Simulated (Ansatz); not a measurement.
# TaN: how the free axis answers a strain

TaN, P6_3mc, a = 3.134 Å, c = 6.087 Å. This isn't the usual stable structure of the compound. Ansatz: r2SCAN, PAW, 500 eV, Γ-centred 18×18×10 mesh on 4 atoms, Gaussian smearing 0.10 eV; no spin polarisation. Series: biaxial strain in the a-b plane, c and atoms relaxed; x is the strain in per cent. y is the change of c in per cent of 6.087 Å.

```
x (%) y (%)
 -4.5      ?
 -3.0   2.20
 -1.5   1.13
  0.0   0.00
  1.5  -1.14
  3.0  -2.27
  4.5  -3.41
```

**Question.** Fit y = c1 x + c2 x² to the other rows, say what c1 measures, and predict the missing y.

**Answer.** Least squares on the rows shown. y = −0.7459 x − 0.002973 x². With no stress along c, c1 = −2C13/C33 = -0.746. At x = -4.5 the fit asked for gives 3.30 %. The run gave 3.23 %, so the fit is 0.07 % too high, 1.1 % of the span of the series, against an rms of 0.01 % on the fitted rows. The row lies outside the fitted range. With a term in x³ added, a fit to the same known rows predicts 3.24 %, so most of the miss is curvature that the known rows already hold.

Spin–orbit coupling is left out, which can shift energies with elements as heavy as these.